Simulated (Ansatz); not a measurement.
# PbSe: what symmetry allows forces and stress to be

```
CELL_PARAMETERS angstrom
0.00000 11.96156 3.37935
3.07369 0.00000 3.37935
3.07369 11.96156 0.00000
ATOMIC_POSITIONS crystal
Pb 0.19038 0.80849 0.19151
Pb 0.80849 0.19038 0.80962
Se 0.67599 0.29114 0.70886
Se 0.29114 0.67599 0.32401
```

The calculation used Ansatz 0.2.0, DFT PBEsol, scalar-relativistic, plane waves, PAW.

Settings: cutoff 420 eV, Γ-centred mesh 6×6×6 on the computed 4-atom cell, Gaussian smearing of 0.02 eV; no spin polarisation.

This distorted cell has space group Fmm2, with 4 operations.

Problem. Without a calculation: in which directions can each atom feel a force?

Solution. A force must be left unchanged by every operation that keeps its atom in place, so it lies in the space that those operations leave fixed. Atoms that the group maps onto each other feel forces of one size.
| atom | site symmetry | operations at the site | equivalent to atom | allowed force (Cartesian) |
| --- | --- | --- | --- | --- |
| Pb1 | m.. | 2 | 1 | in the plane normal to (1.00, 0.00, 0.00) |
| Pb2 | m.. | 2 | 1 | in the plane normal to (1.00, 0.00, 0.00) |
| Se3 | m.. | 2 | 3 | in the plane normal to (1.00, 0.00, 0.00) |
| Se4 | m.. | 2 | 3 | in the plane normal to (1.00, 0.00, 0.00) |

That leaves 4 independent force components of 12, tied by 1 condition that the forces sum to zero, so 3 remain. A relaxation in this cell that keeps the symmetry moves the atoms in these directions alone.

Problem. And the stress tensor?

Solution. It must be invariant under the point group, which leaves 3 independent components: yz, xz, xy vanish.

Problem. Do the computed values obey this?

Solution. Yes. Forces (eV/Å):
```
Pb1  0.000  0.326  0.120
Pb2  0.000 -0.326  0.120
Se3  0.000  0.147 -0.120
Se4  0.000 -0.147 -0.120
```

Stress (GPa, compression positive, xx yy zz yz xz xy): -0.92 -0.85 -3.61 0.00 0.00 0.00. The program imposes the same operations on density, forces and stress, so this confirms the analysis and is no independent test of the calculation.

Spin–orbit coupling is left out, which can shift energies with elements as heavy as these. The cell holds layers, and where no dispersion correction was added their binding is poorly described.

This form isn't the usual stable structure of the compound.